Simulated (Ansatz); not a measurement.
The cell is CdSe (F-43m) from a database structure; cell and atoms were relaxed with r2SCAN. It is cubic, F-43m (No. 216); conventional cell a = 6.136 Å, 28.87 Å³ an atom. Cd is surrounded by 4 Se at 2.66 Å; Se is surrounded by 4 Cd at 2.66 Å.

```
Cd Se
1.0
     0.00000    3.06780    3.06780
     3.06780    0.00000    3.06780
     3.06780    3.06780    0.00000
Cd Se
1 1
Cartesian
  0.0000 0.0000 0.0000
  4.6017 4.6017 4.6017
```

5 runs of Ansatz on this cell differ in the functional (and in the settings that go with it). Levels are in eV from each run's valence top; v1 is the last filled band, c1 the first empty one.

Run A, mean stress +0.7 GPa (compression positive):
```tsv
point	v4	v3	v2	v1	c1	c2
Γ	-8.18	0.00	0.00	0.00	1.30	6.80
X	-7.81	-4.14	-1.85	-1.85	3.92	4.57
U	-7.73	-4.06	-2.53	-1.52	4.51	5.98
L	-7.88	-4.43	-0.75	-0.75	3.17	7.30
W	-7.70	-4.02	-2.26	-2.20	5.88	5.99
```

Run B, mean stress -0.7 GPa (compression positive):
```tsv
point	v4	v3	v2	v1	c1	c2
Γ	-9.03	0.00	0.00	0.00	2.37	8.02
X	-8.62	-4.29	-1.94	-1.94	4.83	5.65
U	-8.54	-4.18	-2.67	-1.59	5.53	7.11
L	-8.70	-4.62	-0.78	-0.78	4.29	8.46
W	-8.50	-4.13	-2.40	-2.29	6.94	7.15
```

Run C, mean stress -3.2 GPa (compression positive):
```tsv
point	v4	v3	v2	v1	c1	c2
Γ	-7.49	0.00	0.00	0.00	0.28	5.81
X	-7.16	-4.05	-1.79	-1.79	2.99	3.58
U	-7.08	-3.98	-2.46	-1.47	3.54	4.95
L	-7.22	-4.32	-0.72	-0.72	2.14	6.32
W	-7.05	-3.95	-2.17	-2.15	4.78	5.06
```

Run D, mean stress +0.2 GPa (compression positive):
```tsv
point	v4	v3	v2	v1	c1	c2
Γ	-8.75	0.00	0.00	0.00	1.48	6.97
X	-8.35	-4.22	-1.89	-1.89	3.99	4.71
U	-8.27	-4.12	-2.58	-1.55	4.63	6.15
L	-8.43	-4.51	-0.76	-0.76	3.33	7.46
W	-8.24	-4.08	-2.31	-2.22	6.08	6.11
```

Run E, mean stress -0.1 GPa (compression positive):
```tsv
point	v4	v3	v2	v1	c1	c2
Γ	-7.75	0.00	0.00	0.00	1.04	6.49
X	-7.39	-3.96	-1.79	-1.79	3.51	4.14
U	-7.32	-3.88	-2.44	-1.46	4.11	5.51
L	-7.46	-4.26	-0.72	-0.72	2.84	6.94
W	-7.28	-3.84	-2.18	-2.12	5.42	5.51
```

Question: Match the runs to LDA, r2SCAN, HSE06, DDH-PBE0, r2SCAN0.

Answer: A is DDH-PBE0, B is r2SCAN0, C is LDA, D is HSE06, E is r2SCAN. In order of the gap: LDA 0.28, r2SCAN 1.04, DDH-PBE0 1.30, HSE06 1.48, r2SCAN0 2.37 eV.

Spin-unpolarised throughout; all numbers are computed.

The runs are scalar-relativistic, without spin-orbit coupling.

The stress of a hybrid is loosely converged in these runs.

The meshes of the hybrids are coarse, so their gaps aren't converged to the digits shown.
